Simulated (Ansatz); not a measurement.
# Si2Ni under changes of volume

One of the cells (13.166 Å³/atom); the others are scaled copies at fixed shape and fractional positions:

```
Ni Si
1.0
     0.00000    2.70300    2.70300
     2.70300    0.00000    2.70300
     2.70300    2.70300    0.00000
Ni Si
1 2
Direct
  0.00000 0.00000 0.00000
  0.75000 0.75000 0.75000
  0.25000 0.25000 0.25000
```

* Program: Ansatz 0.2.0
* Functional: r2SCAN
* Potentials or basis: Ansatz PAW
* Cutoff: 500 eV (not typed: the program's choice for these potentials)
* k mesh: 9 × 9 × 9
* Occupations: fermi-dirac, width 0.05 eV
* Spin: collinear spin, ferromagnetic start
* Starting moments: [1.0, 0.0, 0.0] μB

```csv
volume (Å³/atom),energy over the lowest point (meV/atom),pressure (GPa)
12.376,?,?
12.639,5.21,5.0
12.902,0.00,1.5
13.166,0.02,-1.5
13.429,4.72,-4.3
13.692,13.71,-6.8
13.956,26.63,-9.1
```

What does the run at 12.376 Å³/atom give?

Energy over the lowest point 16.41 meV/atom; pressure 9.0 GPa.

Worked out: A Birch-Murnaghan fit of order 3 (a polynomial in V^(-2/3)) to the other rows has its minimum at 13.03 Å³/atom with B0 = V·E''(V) = 149 GPa and B' = 3.8. It gives 16.13 meV/atom at 12.376 Å³/atom, against the run's 16.41, and -dE/dV = 8.5 GPa, against 9.0.

Energies are extrapolated to zero smearing.

Caveats: the magnetic or orbital state may not be the lowest; the PAW data sets come from PBE, with cores solved anew for the run's functional, which leaves a small shift of forces and pressure; the starting moments weren't kept.
